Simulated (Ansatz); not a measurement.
**PbO2: equation of state with LDA**

Crystal: PbO2.

```xyz
3
Lattice="0.0000 2.7020 2.7020 2.7020 0.0000 2.7020 2.7020 2.7020 0.0000" Properties=species:S:1:pos:R:3 pbc="T T T"
Pb    0.0000    0.0000    0.0000
O     4.0530    4.0530    4.0530
O     1.3510    1.3510    1.3510
```

The cell comes from a database or a generator and needn't be the stable form of this composition.

- Program: Ansatz 0.2.0
- Task: equation of state
- Functional: LDA
- Potentials or basis: Ansatz PAW
- Cutoff: 420 eV
- Density cutoff: 1680 eV
- k mesh: 9 × 9 × 9
- Occupations: fermi-dirac, width 0.05 eV
- Spin: no spin polarisation

```yaml
Equilibrium_volume: "12.26 Å³/atom (rough: see the caveat)"
Bulk_modulus: 172 GPa (rough)
```

Energy against volume, from the lowest point:
| volume (Å³/atom) | energy (meV/atom) |
| --- | --- |
| 12.362 | 0.00 |
| 12.625 | 4.92 |
| 12.888 | 14.95 |
| 13.151 | 29.39 |
| 13.414 | 47.76 |
| 13.677 | 69.45 |
| 13.940 | 94.23 |

All runs of the series together: 8.5 s on 2 threads of Arm Neoverse V1 (shared host).

Caveat: the minimum lies outside the volumes run. Spin-orbit coupling is left out, which matters for the levels of Pb.
